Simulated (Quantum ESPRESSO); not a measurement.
# InAs (F-43m) in Quantum ESPRESSO: further runs, part 2 of 3

Quantum ESPRESSO 7.5. The steps go on from the part before.

**3. Phonons, PBE, target pressure 5 GPa, at which the enthalpy is minimised**

pw.in

```
&CONTROL
  calculation = 'scf'
  prefix = 'pwscf'
  outdir = './tmp'
  pseudo_dir = './pseudo'
  tprnfor = .true.
  tstress = .true.
  disk_io = 'low'
/
&SYSTEM
  ibrav = 0
  nat = 2
  ntyp = 2
  ecutwfc = 84
  nbnd = 21
  occupations = 'smearing'
  smearing = 'mv'
  degauss = 0.01469973
/
&ELECTRONS
  conv_thr = 4d-10
  electron_maxstep = 120
  mixing_beta = 0.5
/
ATOMIC_SPECIES
In   114.8180 In.upf
As    74.9216 As.upf
CELL_PARAMETERS angstrom
   0.0000000000    3.0180000000    3.0180000000
   3.0180000000    0.0000000000    3.0180000000
   3.0180000000    3.0180000000    0.0000000000
ATOMIC_POSITIONS angstrom
In     0.0000000000    0.0000000000    0.0000000000
As     4.5270000000    4.5270000000    4.5270000000
K_POINTS automatic
7 7 7 0 0 0
```

relax.in

```
&CONTROL
  calculation = 'vc-relax'
  prefix = 'pwscf'
  outdir = './tmp'
  pseudo_dir = './pseudo'
  tprnfor = .true.
  tstress = .true.
  disk_io = 'low'
  nstep = 40
  forc_conv_thr = 0.0001
  etot_conv_thr = 1d-06
/
&SYSTEM
  ibrav = 0
  nat = 2
  ntyp = 2
  ecutwfc = 84
  nbnd = 21
  occupations = 'smearing'
  smearing = 'mv'
  degauss = 0.01469973
/
&ELECTRONS
  conv_thr = 4d-10
  electron_maxstep = 120
  mixing_beta = 0.5
/
&IONS
  ion_dynamics = 'bfgs'
/
&CELL
  cell_dynamics = 'bfgs'
  press = 50
  press_conv_thr = 0.2
/
ATOMIC_SPECIES
In   114.8180 In.upf
As    74.9216 As.upf
CELL_PARAMETERS angstrom
   0.0000000000    3.0180000000    3.0180000000
   3.0180000000    0.0000000000    3.0180000000
   3.0180000000    3.0180000000    0.0000000000
ATOMIC_POSITIONS angstrom
In     0.0000000000    0.0000000000    0.0000000000
As     4.5270000000    4.5270000000    4.5270000000
K_POINTS automatic
7 7 7 0 0 0
```

scf2.in

```
&CONTROL
  calculation = 'scf'
  prefix = 'pwscf'
  outdir = './tmp'
  pseudo_dir = './pseudo'
  tprnfor = .true.
  tstress = .true.
  disk_io = 'low'
/
&SYSTEM
  ibrav = 0
  nat = 2
  ntyp = 2
  ecutwfc = 84
  nbnd = 21
  occupations = 'smearing'
  smearing = 'mv'
  degauss = 0.01469973
/
&ELECTRONS
  conv_thr = 1d-13
  electron_maxstep = 120
  mixing_beta = 0.5
  startingpot = 'file'
  startingwfc = 'file'
/
ATOMIC_SPECIES
In   114.8180 In.upf
As    74.9216 As.upf
CELL_PARAMETERS angstrom
   0.0000000000    3.0085660278    3.0085660278
   3.0085660278    0.0000000000    3.0085660278
   3.0085660278    3.0085660278    0.0000000000
ATOMIC_POSITIONS angstrom
In     0.0000000000    0.0000000000    0.0000000000
As     4.5128490417    4.5128490417    4.5128490417
K_POINTS automatic
7 7 7 0 0 0
```

ph.in

```
phonons of InAs
&INPUTPH
  prefix = 'pwscf'
  outdir = './tmp'
  tr2_ph = 1d-18
  fildyn = 'dyn'
  niter_ph = 90
  alpha_mix(1) = 0.4
/
0.0000000000 0.0000000000 0.0000000000
```

dynmat.in

```
&INPUT
  fildyn = 'dyn'
  asr = 'crystal'
  filout = 'dynmat.disp'
  fileig = 'dynmat.eig'
/
```

Potentials or basis: PseudoDojo 0.4.1 SR PBE standard.

Run with:

```sh
$ OMP_NUM_THREADS=1 mpirun -n 4 pw.x -nk 4 -in pw.in > pw.out
$ OMP_NUM_THREADS=1 mpirun -n 4 pw.x -nk 4 -in relax.in > relax.out
$ OMP_NUM_THREADS=1 mpirun -n 4 pw.x -nk 4 -in scf2.in > scf2.out
$ OMP_NUM_THREADS=1 mpirun -n 4 ph.x -nk 4 -in ph.in > ph.out
$ OMP_NUM_THREADS=1 mpirun -n 1 dynmat.x -in dynmat.in > dynmat.out
```

pw.out:

```text
This program is part of the open-source Quantum ESPRESSO suite
     for quantum simulation of materials; please cite
[... 6 lines left out ...]
     using ibrav=0 with symmetry is DISCOURAGED, use correct ibrav instead

     K-points division:     npool     =       4
     Subspace diagonalization in iterative solution of the eigenvalue problem:
     a serial algorithm will be used

     G-vector sticks info
     --------------------
     sticks:   dense  smooth     PW     G-vecs:    dense   smooth      PW
     Sum        1507    1507    433                38709    38709    5961

     Using Slab Decomposition

     bravais-lattice index     =            0
     lattice parameter (alat)  =       8.0655  a.u.
     unit-cell volume          =     371.0089 (a.u.)^3
     number of atoms/cell      =            2
     number of atomic types    =            2
     number of electrons       =        28.00
     number of Kohn-Sham states=           21
     kinetic-energy cutoff     =      84.0000  Ry
     charge density cutoff     =     336.0000  Ry
     scf convergence threshold =      4.0E-10
     mixing beta               =       0.5000
     number of iterations used =            8  plain     mixing
     Exchange-correlation= PBE
                           (   1   4   3   4   0   0   0)

     celldm(1)=   8.065534  celldm(2)=   0.000000  celldm(3)=   0.000000
     celldm(4)=   0.000000  celldm(5)=   0.000000  celldm(6)=   0.000000

[... 8 lines left out ...]
               b(3) = (  0.707107  0.707107 -0.707107 )

     PseudoPot. # 1 for In read from file:
     In.upf
     Pseudo is Norm-conserving + core correction, Zval = 13.0
     Generated using ONCVPSP code by D. R. Hamann
     Using radial grid of 1964 points,  6 beta functions with:
                l(1) =   0
                l(2) =   0
                l(3) =   1
                l(4) =   1
                l(5) =   2
                l(6) =   2

     PseudoPot. # 2 for As read from file:
     As.upf
     Pseudo is Norm-conserving + core correction, Zval = 15.0
     Generated using ONCVPSP code by D. R. Hamann
     Using radial grid of 1358 points,  6 beta functions with:
                l(1) =   0
                l(2) =   0
                l(3) =   1
                l(4) =   1
                l(5) =   2
                l(6) =   2

     atomic species   valence    mass     pseudopotential
     In               13.00   114.81800     In( 1.00)
     As               15.00    74.92160     As( 1.00)

     24 Sym. Ops. (no inversion) found

   Cartesian axes

     site n.     atom                  positions (alat units)
         1        In     tau(   1) = (   0.0000000   0.0000000   0.0000000  )
         2        As     tau(   2) = (   1.0606602   1.0606602   1.0606602  )

     number of k points=    20  Marzari-Vanderbilt smearing, width (Ry)=  0.0147
                       cart. coord. in units 2pi/alat
        k(    1) = (   0.0000000   0.0000000   0.0000000), wk =   0.0058309
        k(    2) = (   0.1010153   0.1010153  -0.1010153), wk =   0.0466472
        k(    3) = (   0.2020305   0.2020305  -0.2020305), wk =   0.0466472
        k(    4) = (   0.3030458   0.3030458  -0.3030458), wk =   0.0466472
        k(    5) = (   0.2020305  -0.0000000   0.0000000), wk =   0.0349854
        k(    6) = (   0.3030458   0.1010153  -0.1010153), wk =   0.1399417
[... 12 lines left out ...]
        k(   19) = (  -0.1010153  -0.5050763   0.7071068), wk =   0.1399417
        k(   20) = (   0.0000000  -0.4040610   0.6060915), wk =   0.1399417

     Dense  grid:    38709 G-vectors     FFT dimensions: (  48,  48,  48)

     Initial potential from superposition of free atoms

     starting charge      27.9959, renormalised to      28.0000
     Starting wfcs are   18 randomized atomic wfcs +    3 random wfcs

     Self-consistent Calculation

     iteration #  1     ecut=    84.00 Ry     beta= 0.50
     Davidson diagonalization with overlap
     ethr =  1.00E-02,  avg # of iterations =  5.7

     Threshold (ethr) on eigenvalues was too large:
     Diagonalizing with lowered threshold

     Davidson diagonalization with overlap
     ethr =  2.57E-04,  avg # of iterations =  2.5

     WARNING: integrated charge=    28.00291588, expected=    28.00000000
[... 67 lines left out ...]
     iteration #  9     ecut=    84.00 Ry     beta= 0.50
     Davidson diagonalization with overlap
     ethr =  2.03E-12,  avg # of iterations =  3.5

     End of self-consistent calculation

          k = 0.0000 0.0000 0.0000 (  4909 PWs)   bands (ev):

   -26.8669 -26.8669 -26.8669 -26.8584 -26.8584  -6.2753  -6.2753  -6.2753
    -6.1500  -6.1500  -3.7227   8.0039   8.1766   8.1766   8.1766  12.0937
    12.0937  12.0937  15.7179  17.9147  17.9148

          k = 0.1010 0.1010-0.1010 (  4828 PWs)   bands (ev):
[... 85 lines left out ...]
   -26.8673 -26.8665 -26.8664 -26.8585 -26.8580  -6.4503  -6.2035  -6.1963
    -6.1807  -6.1312  -1.6853   2.3650   5.3285   5.9650  10.0301  11.0619
    16.3161  16.6286  17.0838  19.2533  20.5000

          k = 0.4041 0.2020 0.0000 (  4807 PWs)   bands (ev):

   -26.8671 -26.8667 -26.8666 -26.8584 -26.8582  -6.3947  -6.2354  -6.2283
    -6.1637  -6.1392  -2.5103   3.5457   5.8276   6.8059  11.2496  11.5202
    13.2144  14.7517  16.2643  18.9502  19.4798

          k =-0.2020-0.4041 0.6061 (  4822 PWs)   bands (ev):
[... 13 lines left out ...]
   -26.8670 -26.8668 -26.8664 -26.8584 -26.8581  -6.4323  -6.2244  -6.2033
    -6.1649  -6.1416  -1.7016   2.4917   4.9322   5.8062  11.3903  12.8405
    13.7391  14.7556  17.1387  18.8033  20.7754

     the Fermi energy is     8.7826 ev

     WARNING: integrated charge=    28.00587292, expected=    28.00000000

!    total energy              =    -345.06609694 Ry
     estimated scf accuracy    <          2.5E-10 Ry
     smearing contrib. (-TS)   =       0.00000049 Ry
     internal energy E=F+TS    =    -345.06609743 Ry

     The total energy is F=E-TS. E is the sum of the following terms:
     one-electron contribution =    -176.20360510 Ry
     hartree contribution      =     104.59221573 Ry
     xc contribution           =     -87.66487765 Ry
     ewald contribution        =    -185.78983041 Ry

     convergence has been achieved in   9 iterations

     Forces acting on atoms (cartesian axes, Ry/au):

     atom    1 type  1   force =     0.00000000    0.00000000    0.00000000
     atom    2 type  2   force =     0.00000000    0.00000000    0.00000000

     Total force =     0.000000     Total SCF correction =     0.000000

     Computing stress (Cartesian axis) and pressure

          total   stress  (Ry/bohr**3)                   (kbar)     P=       46.14
   0.00031366   0.00000000   0.00000000           46.14        0.00        0.00
   0.00000000   0.00031366   0.00000000            0.00       46.14        0.00
   0.00000000   0.00000000   0.00031366            0.00        0.00       46.14

=------------------------------------------------------------------------------=
   JOB DONE.
=------------------------------------------------------------------------------=
```

scf2.out:

```text
This program is part of the open-source Quantum ESPRESSO suite
     for quantum simulation of materials; please cite
[... 6 lines left out ...]
     using ibrav=0 with symmetry is DISCOURAGED, use correct ibrav instead

     K-points division:     npool     =       4
[... 269 lines left out ...]
   0.00033978  -0.00000000   0.00000000           49.98       -0.00        0.00
  -0.00000000   0.00033978   0.00000000           -0.00       49.98        0.00
   0.00000000   0.00000000   0.00033978            0.00        0.00       49.98

=------------------------------------------------------------------------------=
   JOB DONE.
=------------------------------------------------------------------------------=
```

It took 4.8 min on 4 MPI ranks of Arm Neoverse V1, shared host; peak memory 0.52 GiB.

What came out:

```yaml
Free_energy: -4694.8950 eV
Relaxed_volume: 27.23 Å³/atom
Relaxed_cell: a = 4.255 Å, b = 4.255 Å, c = 4.255 Å, α = 60.00°, β = 60.00°, γ = 60.00°
Space_group_after_relaxing_to_0.05_Å: F-43m (No. 216)
Pressure_after_relaxing: 5.0 GPa
Band_gap_on_the_k_mesh: none (metal or under the smearing width)
Highest_phonon_frequency_at_Γ: 219 cm⁻¹
```

Step by step:
| step | energy change (eV) | largest force (eV/Å) | pressure (GPa) | volume (Å³) |
| --- | --- | --- | --- | --- |
| 1 | 0.0000 | 0.0000 | 4.61 | 54.98 |
| 2 | -0.0436 | 0.0000 | 4.49 | 54.87 |
| 3 | -0.0395 | 0.0000 | 4.67 | 54.73 |
| 4 | -0.0331 | 0.0000 | 4.94 | 54.51 |
| 5 | -0.0316 | 0.0000 | 5.00 | 54.46 |

Final structure:
```cif
data_structure
_symmetry_space_group_name_H-M 'P 1'
_symmetry_Int_Tables_number 1
_cell_length_a 4.2548
_cell_length_b 4.2548
_cell_length_c 4.2548
_cell_angle_alpha 60.000
_cell_angle_beta 60.000
_cell_angle_gamma 60.000
_cell_volume 54.46
loop_
_atom_site_label
_atom_site_type_symbol
_atom_site_fract_x
_atom_site_fract_y
_atom_site_fract_z
_atom_site_occupancy
In1 In 0.00000 0.00000 0.00000 1
As1 As 0.75000 0.75000 0.75000 1
```

Phonon frequencies in cm⁻¹ (negative: imaginary):
| q point | frequencies |
| --- | --- |
| (0.000, 0.000, 0.000) | -3 -3 -3 219 219 219 |

Optical modes at Γ, degenerate ones joined:
```tsv
cm⁻¹	components	symmetry	active in
219	3	T2	IR and Raman
```

Caveat: the mesh is thin for the phonons of a metal; the cell is more than 3 GPa from zero pressure, which shifts response properties.

**4. Phonons, PBE, target pressure 10 GPa, at which the enthalpy is minimised**

pw.in is that of step 3.

relax.in: that of step 3 with these lines changed.

```diff
@@ -32,3 +32,3 @@
   cell_dynamics = 'bfgs'
-  press = 50
+  press = 100
   press_conv_thr = 0.2
```

scf2.in: that of step 3 with these lines changed.

```diff
@@ -30,8 +30,8 @@
 CELL_PARAMETERS angstrom
-   0.0000000000    3.0085660278    3.0085660278
-   3.0085660278    0.0000000000    3.0085660278
-   3.0085660278    3.0085660278    0.0000000000
+   0.0000000000    2.9470767571    2.9470767571
+   2.9470767571    0.0000000000    2.9470767571
+   2.9470767571    2.9470767571    0.0000000000
 ATOMIC_POSITIONS angstrom
 In     0.0000000000    0.0000000000    0.0000000000
-As     4.5128490417    4.5128490417    4.5128490417
+As     4.4206151356    4.4206151356    4.4206151356
 K_POINTS automatic
```

ph.in is that of step 3.

dynmat.in is that of step 3.

Potentials or basis: PseudoDojo 0.4.1 SR PBE standard.

Run with:

```sh
$ OMP_NUM_THREADS=1 mpirun -n 4 pw.x -nk 4 -in pw.in > pw.out
$ OMP_NUM_THREADS=1 mpirun -n 4 pw.x -nk 4 -in relax.in > relax.out
$ OMP_NUM_THREADS=1 mpirun -n 4 pw.x -nk 4 -in scf2.in > scf2.out
$ OMP_NUM_THREADS=1 mpirun -n 4 ph.x -nk 4 -in ph.in > ph.out
$ OMP_NUM_THREADS=1 mpirun -n 1 dynmat.x -in dynmat.in > dynmat.out
```

pw.out:

```text
This program is part of the open-source Quantum ESPRESSO suite
     for quantum simulation of materials; please cite
[... 6 lines left out ...]
     using ibrav=0 with symmetry is DISCOURAGED, use correct ibrav instead

     K-points division:     npool     =       4
     Subspace diagonalization in iterative solution of the eigenvalue problem:
     a serial algorithm will be used

     G-vector sticks info
     --------------------
     sticks:   dense  smooth     PW     G-vecs:    dense   smooth      PW
     Sum        1507    1507    433                38709    38709    5961

     Using Slab Decomposition

     bravais-lattice index     =            0
     lattice parameter (alat)  =       8.0655  a.u.
     unit-cell volume          =     371.0089 (a.u.)^3
     number of atoms/cell      =            2
     number of atomic types    =            2
     number of electrons       =        28.00
     number of Kohn-Sham states=           21
     kinetic-energy cutoff     =      84.0000  Ry
     charge density cutoff     =     336.0000  Ry
     scf convergence threshold =      4.0E-10
     mixing beta               =       0.5000
     number of iterations used =            8  plain     mixing
     Exchange-correlation= PBE
                           (   1   4   3   4   0   0   0)

     celldm(1)=   8.065534  celldm(2)=   0.000000  celldm(3)=   0.000000
[... 84 lines left out ...]
     Threshold (ethr) on eigenvalues was too large:
     Diagonalizing with lowered threshold

     Davidson diagonalization with overlap
     ethr =  2.57E-04,  avg # of iterations =  2.5

     WARNING: integrated charge=    28.00291588, expected=    28.00000000
[... 67 lines left out ...]
     iteration #  9     ecut=    84.00 Ry     beta= 0.50
     Davidson diagonalization with overlap
     ethr =  2.03E-12,  avg # of iterations =  3.5

     End of self-consistent calculation

          k = 0.0000 0.0000 0.0000 (  4909 PWs)   bands (ev):

   -26.8669 -26.8669 -26.8669 -26.8584 -26.8584  -6.2753  -6.2753  -6.2753
    -6.1500  -6.1500  -3.7227   8.0039   8.1766   8.1766   8.1766  12.0937
    12.0937  12.0937  15.7179  17.9147  17.9148

          k = 0.1010 0.1010-0.1010 (  4828 PWs)   bands (ev):
[... 85 lines left out ...]
   -26.8673 -26.8665 -26.8664 -26.8585 -26.8580  -6.4503  -6.2035  -6.1963
    -6.1807  -6.1312  -1.6853   2.3650   5.3285   5.9650  10.0301  11.0619
    16.3161  16.6286  17.0838  19.2533  20.5000

          k = 0.4041 0.2020 0.0000 (  4807 PWs)   bands (ev):

   -26.8671 -26.8667 -26.8666 -26.8584 -26.8582  -6.3947  -6.2354  -6.2283
    -6.1637  -6.1392  -2.5103   3.5457   5.8276   6.8059  11.2496  11.5202
    13.2144  14.7517  16.2643  18.9502  19.4798

          k =-0.2020-0.4041 0.6061 (  4822 PWs)   bands (ev):
[... 13 lines left out ...]
   -26.8670 -26.8668 -26.8664 -26.8584 -26.8581  -6.4323  -6.2244  -6.2033
    -6.1649  -6.1416  -1.7016   2.4917   4.9322   5.8062  11.3903  12.8405
    13.7391  14.7556  17.1387  18.8033  20.7754

     the Fermi energy is     8.7826 ev

     WARNING: integrated charge=    28.00587292, expected=    28.00000000

!    total energy              =    -345.06609694 Ry
     estimated scf accuracy    <          2.5E-10 Ry
     smearing contrib. (-TS)   =       0.00000049 Ry
     internal energy E=F+TS    =    -345.06609743 Ry

     The total energy is F=E-TS. E is the sum of the following terms:
     one-electron contribution =    -176.20360510 Ry
     hartree contribution      =     104.59221573 Ry
     xc contribution           =     -87.66487765 Ry
     ewald contribution        =    -185.78983041 Ry

     convergence has been achieved in   9 iterations

     Forces acting on atoms (cartesian axes, Ry/au):

     atom    1 type  1   force =     0.00000000    0.00000000    0.00000000
     atom    2 type  2   force =     0.00000000    0.00000000    0.00000000

     Total force =     0.000000     Total SCF correction =     0.000000

     Computing stress (Cartesian axis) and pressure

          total   stress  (Ry/bohr**3)                   (kbar)     P=       46.14
   0.00031366   0.00000000   0.00000000           46.14        0.00        0.00
   0.00000000   0.00031366   0.00000000            0.00       46.14        0.00
   0.00000000   0.00000000   0.00031366            0.00        0.00       46.14

=------------------------------------------------------------------------------=
   JOB DONE.
=------------------------------------------------------------------------------=
```

relax.out:

```text
This program is part of the open-source Quantum ESPRESSO suite
     for quantum simulation of materials; please cite
[... 6 lines left out ...]
     using ibrav=0 with symmetry is DISCOURAGED, use correct ibrav instead

     K-points division:     npool     =       4
[... 1618 lines left out ...]
   0.00067977  -0.00000000  -0.00000000          100.00       -0.00       -0.00
  -0.00000000   0.00067977   0.00000000           -0.00      100.00        0.00
   0.00000000  -0.00000000   0.00067977            0.00       -0.00      100.00

=------------------------------------------------------------------------------=
   JOB DONE.
=------------------------------------------------------------------------------=
```

Run time: 4.5 min. Hardware: 4 MPI ranks of Arm Neoverse V1, shared host; peak memory 0.44 GiB.

Results:

```
Free energy                            : -4694.7447 eV
Relaxed volume                         : 25.60 Å³/atom
Relaxed cell                           : a = 4.168 Å, b = 4.168 Å, c = 4.168 Å, α = 60.00°, β = 60.00°, γ = 60.00°
Space group after relaxing (to 0.05 Å) : F-43m (No. 216)
Pressure after relaxing                : 10.0 GPa
Band gap on the k mesh                 : none (metal or under the smearing width)
Highest phonon frequency at Γ          : 240 cm⁻¹
```

The path:
| step | energy change (eV) | largest force (eV/Å) | pressure (GPa) | volume (Å³) |
| --- | --- | --- | --- | --- |
| 1 | 0.0000 | 0.0000 | 4.61 | 54.98 |
| 2 | 0.0031 | 0.0000 | 6.33 | 53.48 |
| 3 | 0.1126 | 0.0000 | 9.83 | 51.29 |
| 4 | 0.1191 | 0.0000 | 10.01 | 51.18 |
| 5 | 0.1187 | 0.0000 | 10.00 | 51.19 |

Final structure:
```yaml
crystal:
  lattice:
    - [0.00000, 2.94708, 2.94708]
    - [2.94708, 0.00000, 2.94708]
    - [2.94708, 2.94708, 0.00000]
  atoms:
    - { symbol: In, position: [0.00000, 0.00000, 0.00000] }
    - { symbol: As, position: [0.75000, 0.75000, 0.75000] }
```

Levels at points of the mesh, in eV from the Fermi level:
| k point | band 12 | band 13 | band 14 | band 15 | band 16 | band 17 |
| --- | --- | --- | --- | --- | --- | --- |
| (0.00, 0.00, 0.00) | 0.03 | 0.03 | 0.03 | 0.23 | 3.97 | 3.97 |

Phonon frequencies in cm⁻¹ (negative: imaginary):
| q point | frequencies |
| --- | --- |
| (0.000, 0.000, 0.000) | 3 3 3 240 240 240 |

Optical modes at Γ, degenerate ones joined:
| cm⁻¹ | components | symmetry | active in |
| --- | --- | --- | --- |
| 240 | 3 | T2 | IR and Raman |

Caveat: the mesh is thin for the phonons of a metal; the cell is more than 3 GPa from zero pressure, which shifts response properties.

(Part 2 of 3 ends here.)
